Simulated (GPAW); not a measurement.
TiO2:

```xyz
6
Lattice="4.5998 0.0000 0.0000 0.0000 4.5998 0.0000 0.0000 0.0000 2.9592" Properties=species:S:1:pos:R:3 pbc="T T T"
Ti    0.0000    0.0000    1.4796
Ti    2.2999    2.2999    0.0000
O     1.3998    1.3998    1.4796
O     0.9001    3.6997    0.0000
O     3.6997    0.9001    0.0000
O     3.2000    3.2000    1.4796
```

The cell is a database's computed one.

Base run:

- Program: GPAW 26.7.0
- Functional: PBEsol
- Potentials or basis: PAW data sets generated in the run's folder for this functional
- Cutoff: 800 eV
- Basis: pw
- k mesh: 4 × 4 × 7
- Occupations: fermi-dirac, width 0.05 eV
- Spin: no spin polarisation
- Hubbard terms: Ti d U = 1 eV

Its results: band gap on the k mesh 1.98 eV, direct; pressure -0.3 GPa; largest force 0.016 eV/Å.

Question: After a change of settings the same cell gave: band gap on the k mesh 3.19 eV, indirect (least direct gap 3.26 eV); pressure 8.3 GPa; largest force 0.100 eV/Å. Which change was it?
A. hubbard terms from Ti d U = 1 eV to Ti d U = 3 eV
B. hubbard terms from Ti d U = 1 eV to none
C. hubbard terms from Ti d U = 1 eV to Ti d U = 8 eV

Answer: C.
